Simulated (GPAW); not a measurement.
# GaN (F-43m) in GPAW: a series of runs, part 3 of 3

GPAW 26.7.0.

**6. Dielectric tensor, GLLB-SC**

run.py

```python
import numpy as np
from ase.dft.bandgap import bandgap
from ase.io import read, write
from gpaw import GPAW, PW
from gpaw.response.df import DielectricFunction

atoms = read('POSCAR')

calc = GPAW(mode=PW(600),
            xc='GLLBSC',
            kpts={'size': (8, 8, 8), 'gamma': True},
            occupations={'name': 'fermi-dirac', 'width': 0.001},
            nbands=11,
            convergence={'density': 1e-06},
            maxiter=150,
            txt='gpaw.txt')
atoms.calc = calc
energy = atoms.get_potential_energy()
calc.write('gs.gpw')
write('result.traj', atoms)
print('Fermi level:', round(calc.get_fermi_level(), 4), 'eV')
print(f'Gap: {bandgap(calc)[0]:.4f} eV, direct: {bandgap(calc, direct=True)[0]:.4f} eV')

for size in [(26, 26, 26)]:
    name = 'x'.join(str(n) for n in size)
    dense = calc.fixed_density(kpts={'size': size, 'gamma': True},
                               nbands=30, convergence={'bands': 24, 'eigenstates': 1e-7},
                               update_fermi_level=True, txt=f'dense-{name}.txt')
    dense.write(f'{name}.gpw', mode='all')
    df = DielectricFunction(f'{name}.gpw', frequencies=np.array([0.0]), hilbert=False, eta=0.001,
                            ecut=80, nbands=24, intraband=False, txt=f'df-{name}.txt')
    for xc in ['RPA']:
        for direction in ['x', 'y', 'z', [0, 1, 1], [1, 0, 1], [1, 1, 0]]:
            e0, e = df.get_macroscopic_dielectric_constant(xc=xc, direction=direction)
            print(f'{name} {xc} {direction}: {e0:.4f} without, {e:.4f} with local fields')
```

POSCAR

```
GaN
1.0
    0.0000000000      2.2535006075      2.2535006075
    2.2535006075      0.0000000000      2.2535006075
    2.2535006075      2.2535006075      0.0000000000
Ga N
1 1
Direct
    0.0000000000      0.0000000000      0.0000000000
    0.2500000000      0.2500000000      0.2500000000
```

Potentials or basis: the program's PAW data sets (release 1.2.1) made for this functional, pw.

Started as:

```
OMP_NUM_THREADS=1 python run.py
```

gpaw.txt:

```text
___ ___ ___ _ _ _
 |   |   |_  | | | |
 | | | | | . | | | |
 |__ |  _|___|_____|  26.7.0
 |___|_|

Input parameters:
  convergence: {density: 1e-06}
  kpts: {gamma: True,
         size: (8, 8, 8)}
  maxiter: 150
  mode: {ecut: 600.0,
         name: pw}
  nbands: 11
  occupations: {name: fermi-dirac,
                width: 0.001}
  xc: GLLBSC

System changes: positions, numbers, cell, pbc, initial_charges, initial_magmoms

Initialize ...

species:
  Ga:
    name:    Gallium
    Z:       31.0
    valence: 3
    core:    28
    charge:  0.0  # [|e|]
    compensation charges:
      type: gauss
      rc: 0.37  # [Å]
      lmax: 2
    cutoffs:
      filter: 2.06  # [Å]
      core: 4.02  # [Å]
    projectors
    | kind |    occ | energy [eV] | rcut [Å] |
    |------|--------|-------------|----------|
    |   4s |  2.000 |      -9.380 |    1.164 |
    |   4p |  1.000 |      -3.146 |    1.164 |
    |    s |        |      17.831 |    1.164 |
    |    p |        |      24.065 |    1.164 |
    |    d |        |       0.000 |    1.164 |

    Using partial waves for Ga as LCAO basis

  N:
    name:    Nitrogen
    Z:       7.0
    valence: 5
    core:    2
    charge:  0.0  # [|e|]
    compensation charges:
      type: gauss
      rc: 0.18  # [Å]
      lmax: 2
    cutoffs:
      filter: 1.11  # [Å]
      core: 0.96  # [Å]
    projectors
    | kind |    occ | energy [eV] | rcut [Å] |
    |------|--------|-------------|----------|
    |   2s |  2.000 |     -22.351 |    0.603 |
[... 94 lines left out ...]
  -----------------------------------------------------------------------

Number of atoms: 2
Number of atomic orbitals: 8
Number of bands in calculation: 11
Number of valence electrons: 8
Bands to converge: occupied

... initialized

Initializing position-dependent things.

Density initialized from atomic densities
Creating initial wave functions:
  8 bands from LCAO basis set
  3 bands from random numbers

           N
       Ga

Atomic positions and initial magnetic moments

Positions:
   0 Ga     0.000000    0.000000    0.000000    ( 0.0000,  0.0000,  0.0000)
   1 N      1.126750    1.126750    1.126750    ( 0.0000,  0.0000,  0.0000)

Unit cell:
           periodic     x           y           z      points  spacing
  1. axis:    yes    0.000000    2.253501    2.253501    20     0.1301
  2. axis:    yes    2.253501    0.000000    2.253501    20     0.1301
  3. axis:    yes    2.253501    2.253501    0.000000    20     0.1301

  Lengths:   3.186931   3.186931   3.186931
  Angles:   60.000000  60.000000  60.000000

Effective grid spacing dv^(1/3) = 0.1420

iter:   1   -15.540031
iter:   2   -15.374246   -1.40  -0.49
iter:   3   -13.150265   -0.19  -0.52
iter:   4   -12.653290   -1.24  -0.75
iter:   5   -13.146089   -0.61  -1.23
iter:   6   -12.544580   -1.68  -1.15
iter:   7   -12.491284   -2.31  -1.62
iter:   8   -12.489618   -2.81  -2.13
iter:   9   -12.491306c  -3.71  -2.77
iter:  10   -12.498755   -4.40  -2.69
iter:  11   -12.500542   -4.88  -3.24
iter:  12   -12.499380c  -6.24  -3.42
iter:  13   -12.499297c  -7.17  -4.13
iter:  14   -12.499472c  -7.48c -4.05
iter:  15   -12.499583c  -7.41c -4.35
iter:  16   -12.499554c  -9.21c -4.83
iter:  17   -12.499534c  -9.19c -5.22
iter:  18   -12.499533c -10.33c -5.45
iter:  19   -12.499544c  -9.86c -5.36
iter:  20   -12.499543c -11.07c -6.56c

Converged after 20 iterations.

Dipole moment: (-0.976539, -0.976539, -0.976539) |e|*Ang

Energy contributions relative to reference atoms: (reference = -54319.485987)

Kinetic:        +29.259385
Potential:      -24.573777
External:        +0.000000
XC:             -17.305361
Entropy (-ST):   -0.000000
Local:           +0.120211
SIC:             +0.000000
--------------------------
Free energy:    -12.499543
Extrapolated:   -12.499543

GLLBSC response reference energy: 4.51765 eV (from HOMO)

Showing only first 2 kpts
 Kpt  Band  Eigenvalues  Occupancy
  0     2      4.51765    2.00000
  0     3      4.51765    2.00000
  0     4      6.63478    0.00000
  0     5     15.68449    0.00000

  1     2      4.08313    2.00000
  1     3      4.08317    2.00000
  1     4      8.11919    0.00000
  1     5     14.48497    0.00000

Fermi level: 6.23712

Gap: 2.117 eV
Transition (v -> c):
  (s=0, k=0, n=3, [0.00, 0.00, 0.00]) -> (s=0, k=0, n=4, [0.00, 0.00, 0.00])
No difference between direct/indirect transitions
Writing to gs.gpw (mode='')
```

df-26x26x26.txt:

```text
FrequencyGridDescriptor(from 0.000 to 0.000 eV, 1 points)
FrequencyGridDescriptor(from 0.000 to 0.000 eV, 1 points)

Calculating chi0 body with:
    Ground state adapter containing:
    Number of spins: 1
    Number of kpoints: 17576
    Number of irreducible kpoints: 511
    Number of completely occupied states: 4
    Number of partially occupied states: 4

    Linear response parametrization:
    q_c: [0.0, 0.0, 0.0]
    Number of frequency points: 1
    Planewave cutoff: 80.0
    Number of bands: 24
    Number of planewaves: 27
    Broadening (eta): 0.001

Integrating chi0 body.

Symmetries of q_c:
    Direct symmetries (Uq -> q): 24
    Indirect symmetries (TUq -> q): 24
In total 48 allowed symmetries.

Integral kind: response function

Calculating chi0 optical extensions with:
    Ground state adapter containing:
    Number of spins: 1
    Number of kpoints: 17576
    Number of irreducible kpoints: 511
    Number of completely occupied states: 4
    Number of partially occupied states: 4

    Linear response parametrization:
    Number of frequency points: 1
    Planewave cutoff: 80.0
    Number of bands: 24
    Number of planewaves: 27
    Broadening (eta): 0.001
Integrating chi0 head and wings.

Symmetries of q_c:
    Direct symmetries (Uq -> q): 24
    Indirect symmetries (TUq -> q): 24
In total 48 allowed symmetries.

Integral kind: response function wings

Finished calculating chi0
```

Wall time 5.8 min (1 thread of Intel Xeon at 2.50GHz (Skylake/Cascade Lake), shared host); peak memory 0.52 GiB.

Results:

| Item | Value |
| --- | --- |
| Band gap on the k mesh, Kohn-Sham part alone | 2.12 eV, direct |
| Electronic dielectric tensor (diagonal) | 4.95 |

Electronic dielectric tensor:
```
4.95 0.00 0.00
0.00 4.95 0.00
0.00 0.00 4.95
```

Caveat: a model potential gives levels but no total energy; the long-wavelength limit can be off by a per cent or two; response on these states lacks terms of the Hamiltonian.

**7. Summary**

```tsv
task	level	potentials or basis	k mesh	cutoff (eV)	extrapolate	qp bands	domega0	frequency	vertex	gap on the mesh (eV)
G0W0 quasiparticle levels	PBE	GPAW PAW data sets (gpaw-data 1.2.1), pw	6 × 6 × 6	650	no	2	0.1 eV	ppa	GWG	-
G0W0 quasiparticle levels	PBE	GPAW PAW data sets (gpaw-data 1.2.1), pw	6 × 6 × 6	650	no	2	0.1 eV	mpa	none	-
dielectric tensor	LDA	the program's PAW data sets (release 1.2.1) made for this functional, pw	8 × 8 × 8	600	-	-	-	-	-	1.84
dielectric tensor	AM05	PAW data sets generated in the run's folder for this functional, pw	8 × 8 × 8	600	-	-	-	-	-	1.84
dielectric tensor	GLLB-SC	the program's PAW data sets (release 1.2.1) made for this functional, pw	8 × 8 × 8	600	-	-	-	-	-	-
```

Alike in all rows: no spin polarisation; cell as given; smearing fermi-dirac 0.001 eV.

Caveats: the long-wavelength limit can be off by a per cent or two; the quasiparticle gap is taken among the few k points that were corrected (some runs); a model potential gives levels but no total energy (some runs); response on these states lacks terms of the Hamiltonian (some runs).

Absolute energies hang on the potentials; compare differences alone.

**8. How close it comes**

Step 2. Measured gap of GaN: 3.299 eV (direct; 0 K; a printed reference work, textbook). This calculation gives 3.06 eV (-0.24 eV). Spin-orbit coupling on Ga is left out. The value is that of G0W0 on PBE, without temperature or zero-point motion. The cell is a database's relaxed one, not the measured one, which moves gaps too.

Step 3. A measured gap of GaN is 3.299 eV (direct; 0 K; a printed reference work, textbook); the calculated 3.08 eV misses it by -0.22 eV. Spin-orbit coupling on Ga is left out. The value is that of G0W0 on PBE, without temperature or zero-point motion. The cell is a database's relaxed one, not the measured one, which moves gaps too.

Step 4. Measured gap of GaN: 3.299 eV (direct; 0 K; a printed reference work, textbook). This calculation gives 1.84 eV (-1.46 eV). Spin-orbit coupling on Ga is left out. The value is that of LDA on a finite k mesh, which can miss the band edges, without temperature or zero-point motion. Semilocal functionals fall short of measured gaps as a rule. The cell is a database's relaxed one, not the measured one, which moves gaps too.

Step 5. A measured gap of GaN is 3.299 eV (direct; 0 K; a printed reference work, textbook); the calculated 1.84 eV misses it by -1.46 eV. Spin-orbit coupling on Ga is left out. The value is that of AM05 on a finite k mesh, which can miss the band edges, without temperature or zero-point motion. Semilocal functionals fall short of measured gaps as a rule. The cell is a database's relaxed one, not the measured one, which moves gaps too.

Step 6. The gap isn't set beside the measured one, since the derivative discontinuity is missing.
